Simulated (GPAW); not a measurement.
Runs of GPAW 26.7.0 on InPd. The structure is cubic, space group Pm-3m (No. 221). Conventional cell: a = 3.272 Å, b = 3.272 Å, c = 3.272 Å, α = 90.00°, β = 90.00°, γ = 90.00°. In (site symmetry m-3m) has 8 Pd at 2.83 Å as nearest neighbours. Around Pd (site symmetry m-3m) lie 8 In at 2.83 Å. The cell comes from a database or a generator and needn't be the stable form of this composition.

| task | level | potentials or basis | spin | cell | k mesh | optimizer | fmax | max steps | convergence | band path | gap on the mesh (eV) | pressure (GPa) | relaxed volume (Å³/atom) |
| --- | --- | --- | --- | --- | --- | --- | --- | --- | --- | --- | --- | --- | --- |
| relaxation of cell and atoms | revPBE+D3(BJ) | the program's PAW data sets (release 1.2.1) made for this functional, pw | off | relaxed | 8 × 8 × 8 | FIRE | 0.01 eV/Å | 60 | density=1e-05 forces=0.0001 | - | none | 0.1 | 16.99 |
| band structure | LDA | the program's PAW data sets (release 1.2.1) made for this functional, other valence, pw | off | as given | 7 × 7 × 7 | - | - | - | - | GXMGRX,MR | - | -7.9 | - |
| relaxation of cell and atoms | revPBE+D4 | the program's PAW data sets (release 1.2.1) made for this functional, pw | off | relaxed | 8 × 8 × 8 | FIRE | 0.02 eV/Å | 100 | density=1e-05 forces=0.0001 | - | none | 0.0 | 17.39 |
| band structure | r2SCAN | GPAW PAW data sets (gpaw-data 1.2.1), pw | SOC, no magnetisation | as given | 7 × 7 × 7 | - | - | - | - | GXMGRX,MR | - | (b) | - |
| relaxation of cell and atoms | PBEsol+D4 | PAW data sets generated in the run's folder for this functional, pw | off | relaxed | 8 × 8 × 8 | BFGS | 0.01 eV/Å | 60 | density=1e-05 forces=0.0001 | - | none | 0.0 | (a) |
| band structure | PBEsol | PAW data sets generated in the run's folder for this functional, pw | SOC, no magnetisation | as given | 7 × 7 × 7 | - | - | - | - | GXMGRX,MR | - | -2.8 | - |
| relaxation of cell and atoms | RPBE+D4 | the program's PAW data sets (release 1.2.1) made for this functional, pw | off | relaxed | 8 × 8 × 8 | BFGS | 0.05 eV/Å | 40 | density=1e-05 forces=0.0001 | - | none | 0.0 | 17.42 |
| relaxation of cell and atoms | RPBE+D3(BJ) | the program's PAW data sets (release 1.2.1) made for this functional, pw | off | relaxed | 8 × 8 × 8 | LBFGS | 0.02 eV/Å | 100 | density=1e-05 forces=0.0001 | - | none | -0.1 | 14.80 |

Alike in all rows: cutoff (eV) 600; smearing fermi-dirac 0.05 eV.

Fill in the values left out.

(a) 16.80; (b) -0.2.

Caveats: later steps reuse the first step's grids (some runs); pairwise dispersion overbinds metals, which lowers pressure and volume (some runs); spin-orbit coupling was added after a scalar SCF, so levels and gaps hold it while energy, forces, pressure and moments don't (some runs); this program's spin-orbit splittings come out too wide for heavy elements (some runs); spin-orbit coupling is left out, which moves the levels of the heavy elements (some runs); the PAW data sets were made with another functional, which shifts forces and pressure a little (some runs); the volume moved by over 15 % at a fixed basis, so the end points are rough (some runs).

A k mesh can miss the band edges, and rows without SOC leave out spin-orbit coupling on In, Pd.

A gap of «none» marks a metal or a gap under the smearing width.

The runs don't all hold the same shells in valence.

Runs at the PBE level aren't shown here.
